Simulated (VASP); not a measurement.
Crystal: HfO2.

```
CELL_PARAMETERS angstrom
5.07623 0.00000 -0.00248
0.00000 5.15429 0.00000
-0.87565 0.00000 5.17132
ATOMIC_POSITIONS crystal
Hf 0.27731 0.45730 0.70766
Hf 0.72269 0.95730 0.79234
Hf 0.72269 0.54270 0.29234
Hf 0.27731 0.04270 0.20766
O 0.44707 0.74182 0.98080
O 0.55293 0.24182 0.51920
O 0.55293 0.25818 0.01920
O 0.44707 0.75818 0.48080
O 0.07115 0.33718 0.34080
O 0.92885 0.83718 0.15920
O 0.92885 0.66282 0.65920
O 0.07115 0.16282 0.84080
```

The cell is a database's computed one.

Base run:

- Program: VASP 6.6.1
- Functional: r2SCAN
- Potentials or basis: VASP PAW PBE potentials, release 64 (Hf_pv, O)
- Cutoff: 520 eV
- k mesh: 4 × 4 × 4
- Occupations: gaussian, width 0.02 eV
- Spin: no spin polarisation

Its results: band gap on the k mesh 4.57 eV, indirect (least direct gap 4.66 eV); pressure 2.0 GPa; largest force 0.120 eV/Å.

Question: The run is repeated on the same cell with these changes: functional from r2SCAN to PBEsol; further incar settings from ALGO = Normal; EDIFF = 1e-07; NBANDS = 56 to ALGO = Fast; EDIFF = 1e-07; NBANDS = 56. What comes out?

Answer: Band gap on the k mesh 3.96 eV, indirect (least direct gap 4.06 eV); pressure 0.2 GPa; largest force 0.006 eV/Å.

Caveats: the PAW data sets were made with another functional, which shifts forces and pressure a little; spin-orbit coupling is left out, which moves the levels of the heavy elements.
